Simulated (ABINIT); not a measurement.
Ti:

```
Ti
1.0
    -1.64100    1.64100    1.64100
     1.64100   -1.64100    1.64100
     1.64100    1.64100   -1.64100
Ti
1
Direct
  0.00000 0.00000 0.00000
```

This isn't the form of Ti at room conditions, which is hcp.

Base run:

| Property | Result |
| --- | --- |
| Program | ABINIT 10.8.3 (patched build) |
| Functional | WC |
| Potentials or basis | JTH PAW PBE v2.0 |
| Cutoff | 408 eV |
| k mesh | 11 × 11 × 11 |
| Occupations | fermi-dirac, width 0.05 eV |
| Spin | no spin polarisation |

Its results: band gap on the k mesh none (metal or under the smearing width); pressure -6.5 GPa.

Problem. The run is repeated on the same cell with these changes: functional from WC to HCTH407. What comes out?

Solution. Band gap on the k mesh none (metal or under the smearing width); pressure -3.8 GPa.

Caveats: the PAW data sets were made with another functional, which shifts forces and pressure a little.
